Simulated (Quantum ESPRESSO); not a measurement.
**HfN in Quantum ESPRESSO: the effect of target pressure**

Crystal: HfN.

```
Hf N
1.0
     0.00000    2.25600    2.25600
     2.25600    0.00000    2.25600
     2.25600    2.25600    0.00000
Hf N
1 1
Cartesian
  0.0000 0.0000 0.0000
  2.2560 2.2560 2.2560
```

Alike in all runs:

| Item | Value |
| --- | --- |
| Program | Quantum ESPRESSO 7.5 |
| Task | phonons |
| Functional | LDA |
| Potentials or basis | GBRV 1.5 LDA |
| Cutoff | 612 eV |
| Density cutoff | 4898 eV |
| k mesh | 10 × 10 × 10 |
| Occupations | cold, width 0.2 eV |
| Spin | no spin polarisation |

Each run relaxes the cell or the atoms first.

| target pressure | relaxed volume (Å³/atom) | highest phonon frequency (cm⁻¹) |
| --- | --- | --- |
| 0 GPa | 11.13 | 511 |
| 2 GPa | 11.06 | 518 |
| 5 GPa | ? | ? |
| 10 GPa | 10.80 | 542 |
| 15 GPa | 10.65 | 555 |

Question: What does the run with target pressure 5 GPa give?

Answer: Relaxed volume 10.96 Å³/atom; highest phonon frequency 527 cm⁻¹.

Worked out: In Murnaghan's law V^(-B') rises as a straight line in P. The other rows fit best with B' = 3.4, V0 = 11.13 Å³/atom and B0 = 316 GPa, which gives 10.96 Å³/atom at 5 GPa, against the run's 10.96. A straight line through the other rows of the highest phonon frequency, of slope 2.93 cm⁻¹ per GPa, gives 526 cm⁻¹, against the run's 527.

Caveats: the cell is more than 3 GPa from zero pressure, which shifts response properties (some runs).

Runs at the PBE level aren't shown here.
